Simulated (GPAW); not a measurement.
Runs of GPAW 26.7.0 on PbS (Galena). The structure is cubic, space group Fm-3m (No. 225). Conventional cell: a = 5.931 Å, b = 5.931 Å, c = 5.931 Å, α = 90.00°, β = 90.00°, γ = 90.00°. Pb (site symmetry m-3m) has 6 S at 2.97 Å as nearest neighbours. Around S (site symmetry m-3m) lie 6 Pb at 2.97 Å. 

```csv
task,level,potentials or basis,spin,k mesh,cutoff (eV),smearing,response ecut,maxiter,response k mesh,response bands,kernels,mesh quality,gap on the mesh (eV),pressure (GPa)
dielectric tensor,PBE,"GPAW PAW data sets (gpaw-data 1.2.1), pw",off,6 × 6 × 6,450,fermi-dirac 0.001 eV,80 eV,150,20 × 20 × 20,30,"["RPA", "LR0.1", "ALDA_X"]",not flagged,0.31,-
band structure,PBEsol,"PAW data sets generated in the run's folder for this functional, pw","SOC, no magnetisation",8 × 8 × 8,600,fermi-dirac 0.05 eV,-,150,-,-,-,not flagged,0.37,-1.1
single point,PBE,"GPAW PAW data sets (gpaw-data 1.2.1), pw",off,6 × 6 × 6,450,fermi-dirac 0.05 eV,-,120,-,-,-,not flagged,0.31,(b)
single point,LDA,"the program's PAW data sets (release 1.2.1) made for this functional, pw",off,6 × 6 × 6,450,fermi-dirac 0.05 eV,-,120,-,-,-,not flagged,0.19,(a)
band structure,PBEsol,"PAW data sets generated in the run's folder for this functional, pw",off,8 × 8 × 8,600,fermi-dirac 0.05 eV,-,150,-,-,-,not flagged,0.20,-1.1
```

Alike in all rows: cell as given.

Task: Fill in the values left out.

Result: (a) -3.6; (b) 1.4.

Caveats: spin-orbit coupling is left out, which as a rule narrows the gap of such compounds by several tenths of an eV (some runs); the cutoff is short for stress and forces, so pressures can be off by a GPa or more (some runs); the dielectric constant isn't converged in the k mesh (some runs); the gap is small at this level, which inflates the dielectric constant (some runs); the long-wavelength limit can be off by a per cent or two (some runs); spin-orbit coupling was added after a scalar SCF, so levels and gaps hold it while energy, forces, pressure and moments don't (some runs); this program's spin-orbit splittings come out too wide for heavy elements (some runs).

A k mesh can miss the band edges, and rows without SOC leave out spin-orbit coupling on Pb.
